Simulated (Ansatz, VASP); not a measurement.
Na2S in VASP and in Ansatz

Contents of run.py:

```python
from ase.calculators.vasp import Vasp
from ase.dft.bandgap import bandgap
from ase.io import read

atoms = read('POSCAR')
calc = Vasp(
    directory='calc',
    xc='pbesol',
    pp='PBE',
    setups='minimal',
    prec='Accurate',
    encut=500,
    ediff=1e-06,
    ismear=0,
    sigma=0.1,
    lreal=False,
    lasph=True,
    nelm=80,
    algo='Normal',
    isif=2,
    lwave=False,
    lcharg=False,
    kpts=[7, 7, 7],
    gamma=True,
)
atoms.calc = calc

print('energy (eV):', atoms.get_potential_energy())
print('free energy (eV):', atoms.get_potential_energy(force_consistent=True))
print('forces (eV/A):')
print(atoms.get_forces())
print('stress (eV/A^3, Voigt):', atoms.get_stress())
print('Fermi level (eV):', calc.get_fermi_level())
gap, top, bottom = bandgap(calc)
print('band gap (eV):', gap, 'from (spin, k, band)', top, 'to', bottom)
```

POSCAR

```
Na2S
1.0
    0.0000000000      3.2735000000      3.2735000000
    3.2735000000      0.0000000000      3.2735000000
    3.2735000000      3.2735000000      0.0000000000
S Na
1 2
Direct
    0.0000000000      0.0000000000      0.0000000000
    0.7500000000      0.7500000000      0.7500000000
    0.2500000000      0.2500000000      0.2500000000
```

input.yaml

```yaml
crystal:
  lattice:
    - [0.0, 3.2735, 3.2735]
    - [3.2735, 0.0, 3.2735]
    - [3.2735, 3.2735, 0.0]
  atoms:
    - { symbol: S, position: [0.0, 0.0, 0.0] }
    - { symbol: Na, position: [0.75, 0.75, 0.75] }
    - { symbol: Na, position: [0.25, 0.25, 0.25] }
hamiltonian:
  xc: pbesol
  pseudopotentials: { kind: paw }
kpoints:
  mp_grid: { grid: [7, 7, 7] }
scf:
  occupations: { method: gaussian, width: 0.1 }
output:
  forces: true
  stress: true
  eigenvalues: true
```

Alike in both runs: task single point; functional PBEsol; k mesh 7 × 7 × 7; occupations gaussian, width 0.1 eV; no spin polarisation.

```csv
,VASP,Ansatz
version,VASP 6.6.1,Ansatz 0.2.0
potentials or method,"VASP PAW PBE potentials, release 64 (S, Na)",Ansatz PAW
plane-wave cutoff (eV),500,420
valence electrons in the cell,8,24
```

Ansatz gave:

```
gap on the k mesh at the Fermi level (eV) : 2.36
least direct gap on the mesh (eV)         : 2.36
pressure (GPa)                            : -0.6
```

Which values does VASP return?

gap on the k mesh at the Fermi level (eV): 2.36; least direct gap on the mesh (eV): 2.36; pressure (GPa): -1.0.

The two sets of potentials don't hold the same shells in valence.

Caveats: the PAW data sets were made with another functional, which shifts forces and pressure a little (VASP); odd divisions of the mesh miss points on the zone boundary, where band edges often lie, so the gap on the mesh can be too wide (Ansatz); the PAW data sets come from PBE, with cores solved anew for the run's functional, which leaves a small shift of forces and pressure (Ansatz).
